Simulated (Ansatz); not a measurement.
# La under changes of volume

One of the cells (38.320 Å³/atom); the others are scaled copies at fixed shape and fractional positions:

```xyz
1
Lattice="-2.1238 2.1238 2.1238 2.1238 -2.1238 2.1238 2.1238 2.1238 -2.1238" Properties=species:S:1:pos:R:3 pbc="T T T"
La    0.0000    0.0000    0.0000
```

This isn't the form of La at room conditions, which is double hcp.

- Program: Ansatz 0.2.0
- Functional: PBE
- Potentials or basis: Ansatz PAW
- Cutoff: 420 eV (not typed: the program's choice for these potentials)
- k mesh: 9 × 9 × 9
- Occupations: fermi-dirac, width 0.05 eV
- Spin: no spin polarisation

```tsv
volume (Å³/atom)	energy over the lowest point (meV/atom)	pressure (GPa)
36.020	?	?
36.787	0.67	0.5
37.553	0.00	0.0
38.320	1.82	-0.5
39.086	5.92	-1.0
39.852	12.13	-1.4
40.619	20.28	-1.8
```

Problem. What does the run at 36.020 Å³/atom give?

Solution. Energy over the lowest point 4.06 meV/atom; pressure 1.1 GPa.

Worked out: A Birch-Murnaghan fit of order 3 (a polynomial in V^(-2/3)) to the other rows has its minimum at 37.37 Å³/atom with B0 = V·E''(V) = 26 GPa and B' = 3.1. It gives 4.05 meV/atom at 36.020 Å³/atom, against the run's 4.06, and -dE/dV = 1.0 GPa, against 1.1.

Energies are extrapolated to zero smearing.
